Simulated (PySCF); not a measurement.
C₆H₇N.
Structure used (PBE0-D3(BJ)/def2-SVP), in Å, numbered top down from 1:
```
atom  x, y, z in Å
N1     2.338   -0.208    0.163
C2     0.968   -0.085    0.052
C3     0.309    1.081    0.481
C4    -1.076    1.180    0.411
C5    -1.845    0.127   -0.085
C6    -1.199   -1.032   -0.512
C7     0.186   -1.142   -0.447
H8     2.777   -0.903   -0.426
H9     2.864    0.654    0.222
H10    0.898    1.914    0.875
H11   -1.562    2.099    0.750
H12   -2.933    0.210   -0.138
H13   -1.781   -1.869   -0.906
H14    0.678   -2.059   -0.783
```

The closed-shell ground state was solved at several levels (PySCF, density fitting, gas phase, non-relativistic).

```json
{"level": "HF/pcJ-1", "basis functions": "259", "total energy (Eh)": "-285.7290", "HOMO (eV)": "-7.92", "LUMO (eV)": "3.56", "gap (eV)": "11.48", "dipole (D)": "1.62"}
{"level": "B97-D/pcSseg-1", "basis functions": "154", "total energy (Eh)": "-287.3491", "HOMO (eV)": "-4.80", "LUMO (eV)": "-0.79", "gap (eV)": "4.01", "dipole (D)": "1.91"}
{"level": "LDA/def2-SVPD", "basis functions": "196", "total energy (Eh)": "-284.8401", "HOMO (eV)": "-5.11", "LUMO (eV)": "-1.23", "gap (eV)": "3.88", "dipole (D)": "1.83"}
{"level": "BP86/pcSseg-1", "basis functions": "154", "total energy (Eh)": "-287.5752", "HOMO (eV)": "-4.96", "LUMO (eV)": "-1.00", "gap (eV)": "3.96", "dipole (D)": "1.95"}
{"level": "PBE/pcJ-1", "basis functions": "259", "total energy (Eh)": "-287.2507", "HOMO (eV)": "-4.82", "LUMO (eV)": "-0.88", "gap (eV)": "3.94", "dipole (D)": "1.97"}
{"level": "PBE0/pcSseg-1", "basis functions": "154", "total energy (Eh)": "-287.2283", "HOMO (eV)": "-5.88", "LUMO (eV)": "-0.02", "gap (eV)": "5.86", "dipole (D)": "1.83"}
{"level": "PBE0/IGLO-III", "basis functions": "315", "total energy (Eh)": "-287.3734", "HOMO (eV)": "-5.90", "LUMO (eV)": "-0.13", "gap (eV)": "5.77", "dipole (D)": "1.73"}
{"level": "PBE0/STO-3G", "basis functions": "42", "total energy (Eh)": "-283.7319", "HOMO (eV)": "-3.60", "LUMO (eV)": "3.17", "gap (eV)": "6.77", "dipole (D)": "1.95"}
```

(1) What might PBE0/6-311+G(2d,p) (231 basis functions) give for the same quantities?

(2) Over all these levels, which gives the widest orbital gap and which the narrowest?

(3) How much does the basis alone move the frontier levels among the 4 PBE0 rows (the withheld one included)?

(4) How far do the dipole and the HOMO energy spread over the levels?

Results:

(1) Total energy -287.3435 Eh, HOMO -5.90 eV, LUMO -0.13 eV, gap 5.77 eV, dipole 1.73 D.

(2) HF/pcJ-1 (Hartree–Fock, all exact exchange) has the widest, 11.48 eV, and LDA/def2-SVPD (LDA) the narrowest, 3.88 eV. Functional and basis both differ between the two, so the spread mixes both effects. The HOMO need not be the same orbital at Hartree–Fock and at DFT levels.

(3) The HOMO by 2.30 eV and the LUMO by 3.30 eV. By rising basis size (HOMO, LUMO in eV): STO-3G -3.60, 3.17; pcSseg-1 -5.88, -0.02; 6-311+G(2d,p) -5.90, -0.13; IGLO-III -5.90, -0.13.

(4) The dipole runs from 1.62 to 1.97 D (mean 1.84 D) and the HOMO from -7.92 to -3.60 eV.

Note: B97-D ran without an empirical dispersion term, which enters the total energy and its gradient alone.
